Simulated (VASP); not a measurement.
# KBr (I-4m2) in VASP: notebook

Aim: see how the results for KBr move with the level of theory and the settings. Levels: r2SCAN, HSE06, PBE. Tasks: single point.

Everything below comes from runs of VASP 6.6.1. Logs are shortened: lines on timing, memory, paths and dates and some standing lists are left out, and cuts for length are marked.

### Step 1. The cell of the first run

Symmetry: I-4m2, No. 119, tetragonal system. The conventional cell has a = 5.216 Å, b = 5.216 Å, c = 7.490 Å, α = 90.00°, β = 90.00°, γ = 90.00°. Around K (site symmetry -4m2) lie 4 Br at 3.21 Å. Br (site symmetry -4m2) has 4 K at 3.21 Å as nearest neighbours.

The cell was built by a generator and needn't be a form met in nature.

### Step 2. Single point, r2SCAN (uniaxial_x strain +1.5%)

POSCAR

```
KBr
1.0
    0.0000000000      3.6882992785      3.6882992785
    3.7450990874      0.0000000000      3.6882992785
    3.7450990874      3.6882992785      0.0000000000
K Br
1 1
Direct
    0.0000000000      0.0000000000      0.0000000000
    0.2500000000      0.2500000000      0.2500000000
```

INCAR.step1

```
PREC     = Accurate       # precision mode
ENCUT    = 520            # plane-wave cutoff, eV
ISMEAR   = 0              # smearing method
SIGMA    = 0.01           # smearing width, eV
LREAL    = F              # projectors in reciprocal space
LASPH    = T              # aspherical terms in the spheres
NELM     = 100            # most SCF steps
NBANDS   = 15             # bands
GGA      = PE             # functional
ALGO     = Normal         # electronic algorithm
EDIFF    = 1E-4           # SCF threshold, eV
LWAVE    = T              # write WAVECAR
LCHARG   = F              # write CHGCAR
```

INCAR.step2

```
PREC     = Accurate       # precision mode
ENCUT    = 520            # plane-wave cutoff, eV
EDIFF    = 1E-6           # SCF threshold, eV
ISMEAR   = 0              # smearing method
SIGMA    = 0.01           # smearing width, eV
LREAL    = F              # projectors in reciprocal space
LASPH    = T              # aspherical terms in the spheres
NELM     = 100            # most SCF steps
ALGO     = Normal         # electronic algorithm
ISIF     = 2              # what is computed and relaxed
LWAVE    = F              # write WAVECAR
LCHARG   = T              # write CHGCAR
METAGGA  = R2SCAN         # meta-GGA
LMIXTAU  = T            
LELF     = T              # ELF
LVHAR    = T            
NBANDS   = 15             # bands
ISTART   = 1
```

KPOINTS

```
regular mesh
0
Gamma
  6 6 6
```

Potentials or basis: VASP PAW PBE potentials, release 64 (K_sv, Br).

On the command line:

```sh
> cat potpaw_PBE.64/K_sv/POTCAR potpaw_PBE.64/Br/POTCAR > POTCAR
> cp INCAR.step1 INCAR
> mpirun -np 1 vasp_std > vasp.out
> cp INCAR.step2 INCAR
> mpirun -np 1 vasp_std > vasp.out
```

OUTCAR:

```text
PREC = Accurate
   ENCUT = 520
   EDIFF = 1E-6
   ISMEAR = 0
   LREAL = F
   LASPH = T
   NELM = 100
   ISIF = 2
   METAGGA = R2SCAN
   ISTART = 1

 ion  position               nearest neighbor table
   1  0.000  0.000  0.000-   2 3.21   2 3.21   2 3.21   2 3.21
   2  0.250  0.250  0.250-   1 3.21   1 3.21   1 3.21   1 3.21

  LATTYP: Found a body centered tetragonal cell.
 ALAT       =     5.2160428617
 C/A-ratio  =     1.4359924512

  Lattice vectors:

 A1 = (   3.7450990874,   0.0000000000,   3.6882992785)
 A2 = (   3.7450990874,   0.0000000000,  -3.6882992785)
 A3 = (  -3.7450990874,   3.6882992785,   0.0000000000)

Analysis of symmetry for initial positions (statically):
=====================================================================
 Subroutine PRICEL returns:
 Original cell was already a primitive cell.

 Routine SETGRP: Setting up the symmetry group for a
 body centered tetragonal supercell.

 Subroutine GETGRP returns: Found  8 space group operations
 (whereof  8 operations were pure point group operations)
 out of a pool of 16 trial point group operations.

The static configuration has the point symmetry D_2d.

Analysis of symmetry for dynamics (positions and initial velocities):
=====================================================================
 Subroutine PRICEL returns:
 Original cell was already a primitive cell.

 Routine SETGRP: Setting up the symmetry group for a
 body centered tetragonal supercell.

 Subroutine GETGRP returns: Found  8 space group operations
 (whereof  8 operations were pure point group operations)
 out of a pool of 16 trial point group operations.

The dynamic configuration has the point symmetry D_2d.

 Subroutine INISYM returns: Found  8 space group operations
 (whereof  8 operations are pure point group operations),
 and found     1 'primitive' translations

----------------------------------------------------------------------------------------

                                     Primitive cell

  volume of cell :     101.8933

  direct lattice vectors                    reciprocal lattice vectors
     0.000000000  3.688299279  3.688299279    -0.133507816  0.135563836  0.135563836
     3.745099087  0.000000000  3.688299279     0.133507816 -0.135563836  0.135563836
     3.745099087  3.688299279  0.000000000     0.133507816  0.135563836 -0.135563836

  length of vectors
     5.216042862  5.256359838  5.256359838     0.233622440  0.233622440  0.233622440

  position of ions in fractional coordinates (direct lattice)
     0.000000000  0.000000000  0.000000000
     0.250000000  0.250000000  0.250000000

  ion indices of the primitive-cell ions
   primitive index   ion index
                 1           1
                 2           2

----------------------------------------------------------------------------------------

 KPOINTS: regular mesh

Automatic generation of k-mesh.
 Grid dimensions read from file:
 generate k-points for:    6    6    6

 Generating k-lattice:

  Cartesian coordinates                     Fractional coordinates (reciprocal lattice)
    -0.022251303  0.022593973  0.022593973     0.166666667  0.000000000  0.000000000
     0.022251303 -0.022593973  0.022593973     0.000000000  0.166666667  0.000000000
     0.022251303  0.022593973 -0.022593973     0.000000000  0.000000000  0.166666667

  Length of vectors
     0.038937073  0.038937073  0.038937073

  Shift w.r.t. Gamma in fractional coordinates (k-lattice)
     0.000000000  0.000000000  0.000000000

 Subroutine IBZKPT returns following result:
 ===========================================

 Found     30 irreducible k-points:

 Following reciprocal coordinates:
            Coordinates               Weight
  0.000000  0.000000  0.000000      1.000000
  0.166667 -0.000000 -0.000000      8.000000
  0.333333 -0.000000 -0.000000      8.000000
  0.500000 -0.000000 -0.000000      4.000000
  0.166667  0.166667  0.000000      4.000000
  0.333333  0.166667 -0.000000     16.000000
[... 16 lines left out ...]
 -0.333333  0.500000  0.166667      4.000000
  0.333333 -0.333333  0.166667      8.000000
 [... further k-points ...]
   k-points           NKPTS =     30   k-points in BZ     NKDIM =     30   number of bands    NBANDS=     15
   number of dos      NEDOS =    301   number of ions     NIONS =      2
   total plane-waves  NPLWV =  64000
   dimension x,y,z NGX =    40 NGY =   40 NGZ =   40
   dimension x,y,z NGXF=    80 NGYF=   80 NGZF=   80
   ions per type =               1   1
   NGX,Y,Z   is equivalent  to a cutoff of  12.75, 12.65, 12.65 a.u.
   NGXF,Y,Z  is equivalent  to a cutoff of  25.50, 25.30, 25.30 a.u.
 SYSTEM =  unknown system
   PREC   = accura    normal or accurate (medium, high low for compatibility)
   ISTART =      1    job   : 0-new  1-cont  2-samecut
   ICHARG =      0    charge: 1-file 2-atom 10-const
   ISPIN  =      1    spin polarized calculation?
   LNONCOLLINEAR =      F non collinear calculations
   LSORBIT =      F    spin-orbit coupling
   LASPH  =      T    aspherical Exc in radial PAW
   ENCUT  =  520.0 eV  38.22 Ry    6.18 a.u.   9.70  9.77  9.77*2*pi/ulx,y,z
   NELM   =    100;   NELMIN=  2; NELMDL=  0     # of ELM steps
   EDIFF  = 0.1E-05   stopping-criterion for ELM
   LREAL  =      F    real-space projection
   EDIFFG = 0.1E-04   stopping-criterion for IOM
   NSW    =      0    number of steps for IOM
   IBRION =     -1    ionic relax: 0-MD 1-quasi-New 2-CG
   NFREE  =      0    steps in history (QN), initial steepest desc. (CG)
   ISIF   =      2    stress and relaxation
   ISYM   =      2    0-nonsym 1-usesym 2-fastsym
   POTIM  = 0.5000    time-step for ionic-motion
   TEBEG  =    0.0;   TEEND  =   0.0 temperature during run
   PSTRESS=    0.0 pullay stress
   NELECT =      16.0000    total number of electrons
   NUPDOWN=      -1.0000    fix difference up-down
   EMIN   =  10.00;   EMAX   =-10.00  energy-range for DOS
   EFERMI =   0.00;   METHOD = LEGACY
   ISMEAR =     0;   SIGMA  =   0.01  broadening in eV -4-tet -1-fermi 0-gaus
   EFERMI_NEDOS =   21; number of points for ismear=-14 and -15
   IALGO  =     38    algorithm
   IMIX   =      4    mixing-type and parameters
     AMIX     =   0.40;   BMIX     =  1.00
     AMIX_MAG =   1.60;   BMIX_MAG =  1.00
  volume/ion in A,a.u.               =      50.95       343.80
  Fermi-wavevector in a.u.,A,eV,Ry     =   0.883215  1.669034 10.613472  0.780068
  Thomas-Fermi vector in A             =   2.003951
   LORBIT       =      0    0 simple, 1 ext, 2 COOP (PROOUT), +10 PAW based schemes
   METAGGA = R2SCAN    functional components
   LHFCALC =     F    Hartree Fock is set to
   AEXX    =    0.0000 exact exchange contribution
   IVDW    =     0    specifies the selected vdW correction
   LEPSILON=     F    determine dielectric tensor
   LRPA    =     F    only Hartree local field effects (RPA)
 non-spin polarized calculation
 Gauss-broadening in eV      SIGMA  =   0.01
  energy-cutoff  :      520.00
  volume of cell :      101.89
 maximum number of plane-waves:      2756
   NGX = 19   NGY = 19   NGZ = 19

 number of electron      15.9999998 magnetization

 Free energy of the ion-electron system (eV)
  ---------------------------------------------------
  ext. energy  EPLUGINS =         0.00000000
  ---------------------------------------------------
  free energy    TOTEN  =       -22.96686254 eV

  energy without entropy =      -22.96686254  energy(sigma->0) =      -22.96686254

 E-fermi :  -3.4705     XC(G=0):  -6.1317

 val. band max:       -3.5313975028   @ k =   0.5000   0.1667   0.1667
 cond. band min:       1.2806163296   @ k =   0.0000   0.0000   0.0000
 fundamental gap:      4.8120138324
 Fermi energy:        -3.4704914965

 k-point     1 :       0.0000    0.0000    0.0000
  band No.  band energies     occupation
      1     -32.4983      2.00000
      2     -15.8385      2.00000
      3     -15.2193      2.00000
      4     -15.2193      2.00000
      5     -15.2169      2.00000
      6      -3.5559      2.00000
      7      -3.5481      2.00000
      8      -3.5481      2.00000
      9       1.2806      0.00000
     10       5.7384      0.00000
     11       5.8454      0.00000
     12       6.7189      0.00000
     13       6.7817      0.00000
     14       6.7817      0.00000
     15       7.5027      0.00000

 k-point     2 :       0.1667   -0.0000   -0.0000
  band No.  band energies     occupation
      1     -32.4979      2.00000
      2     -15.8960      2.00000
      3     -15.2207      2.00000
      4     -15.2193      2.00000
      5     -15.1546      2.00000
      6      -3.6580      2.00000
      7      -3.5513      2.00000
      8      -3.5439      2.00000
      9       1.7013      0.00000
     10       5.4746      0.00000
     11       5.5535      0.00000
     12       6.3140      0.00000
     13       6.8302      0.00000
     14       7.2740      0.00000
     15       7.2969      0.00000

 k-point     3 :       0.3333   -0.0000   -0.0000
  band No.  band energies     occupation
      1     -32.4973      2.00000
      2     -15.9876      2.00000
      3     -15.2236      2.00000
      4     -15.2225      2.00000
      5     -15.0507      2.00000
      6      -3.8350      2.00000
      7      -3.5481      2.00000
      8      -3.5360      2.00000
      9       2.6642      0.00000
     10       4.9767      0.00000
     11       5.3010      0.00000
     12       5.3623      0.00000
     13       6.8077      0.00000
     14       7.0213      0.00000
     15       7.0472      0.00000

 k-point     4 :       0.5000   -0.0000   -0.0000
  band No.  band energies     occupation
      1     -32.4969      2.00000
      2     -16.0263      2.00000
      3     -15.2250      2.00000
      4     -15.2240      2.00000
      5     -15.0061      2.00000
      6      -3.9091      2.00000
      7      -3.5467      2.00000
      8      -3.5323      2.00000
      9       3.6001      0.00000
     10       3.9044      0.00000
     11       5.2909      0.00000
     12       5.3546      0.00000
     13       6.8005      0.00000
     14       6.8515      0.00000
     15       7.4387      0.00000
[... 307 lines left out ...]
 k-point    22 :       0.3333    0.5000    0.1667
  band No.  band energies     occupation
      1     -32.4968      2.00000
      2     -16.0349      2.00000
      3     -15.2351      2.00000
      4     -15.2265      2.00000
      5     -14.9841      2.00000
      6      -3.8304      2.00000
      7      -3.6320      2.00000
      8      -3.5552      2.00000
      9       3.1495      0.00000
     10       4.2619      0.00000
     11       5.3129      0.00000
     12       5.8323      0.00000
     13       6.9567      0.00000
     14       7.2135      0.00000
     15       7.5030      0.00000

 k-point    23 :      -0.3333    0.5000    0.1667
  band No.  band energies     occupation
      1     -32.4965      2.00000
      2     -16.0689      2.00000
      3     -15.2358      2.00000
      4     -15.2343      2.00000
      5     -14.9383      2.00000
      6      -3.8487      2.00000
      7      -3.6623      2.00000
      8      -3.5651      2.00000
      9       3.1770      0.00000
     10       4.2184      0.00000
     11       6.0970      0.00000
     12       6.1717      0.00000
     13       6.4790      0.00000
     14       6.8737      0.00000
     15       7.4944      0.00000

 k-point    24 :       0.3333   -0.3333    0.1667
  band No.  band energies     occupation
      1     -32.4966      2.00000
      2     -16.0571      2.00000
      3     -15.2387      2.00000
      4     -15.2285      2.00000
      5     -14.9545      2.00000
      6      -3.8053      2.00000
      7      -3.6984      2.00000
      8      -3.5586      2.00000
      9       3.3667      0.00000
     10       4.1931      0.00000
     11       5.3212      0.00000
     12       5.8847      0.00000
     13       6.8251      0.00000
     14       7.2371      0.00000
     15       7.5356      0.00000

 [... further k-points ...]

------------------------ aborting loop because EDIFF is reached ----------------------------------------

  FORCE on cell =-STRESS in cart. coord.  units (eV):
  Direction    XX          YY          ZZ          XY          YZ          ZX
  --------------------------------------------------------------------------------------
  -------------------------------------------------------------------------------------
  Total       -0.0958122     -0.0889726     -0.0889726     -0.0000000      0.0000000      0.0000000
  in kB       -1.5065573     -1.3990112     -1.3990112     -0.0000000      0.0000000      0.0000000
  external PRESSURE =      -1.4348599 kB  Pullay stress =       0.0000000 kB

 VOLUME and BASIS-vectors are now :
 -----------------------------------------------------------------------------
  energy-cutoff  :      520.00
  volume of cell :      101.89
      direct lattice vectors                 reciprocal lattice vectors
     0.000000000  3.688299279  3.688299279    -0.133507816  0.135563836  0.135563836
     3.745099087  0.000000000  3.688299279     0.133507816 -0.135563836  0.135563836
     3.745099087  3.688299279  0.000000000     0.133507816  0.135563836 -0.135563836

 POSITION                                       TOTAL-FORCE (eV/Angst)
 -----------------------------------------------------------------------------------
      0.00000      0.00000      0.00000         0.000000     -0.000000     -0.000000
      1.87255      1.84415      1.84415         0.000000      0.000000      0.000000
 -----------------------------------------------------------------------------------
    total drift:                               -0.000000     -0.000000     -0.000000

  FREE ENERGIE OF THE ION-ELECTRON SYSTEM (eV)
  ---------------------------------------------------
  free  energy   TOTEN  =       -22.9668625397 eV

  energy  without entropy=      -22.9668625397  energy(sigma->0) =      -22.96686254
```

It took 2.4 min on 1 thread of Intel Xeon Platinum 8488C (Sapphire Rapids), shared host; peak memory 0.27 GiB.

What came out:

| Property | Result |
| --- | --- |
| Free energy | -22.9669 eV |
| Pressure | -0.1 GPa |
| Band gap on the k mesh | 4.81 eV, indirect (least direct gap 4.83 eV) |

Caveat: the PAW data sets were made with another functional, which shifts forces and pressure a little.

[end of part 1 of 2]
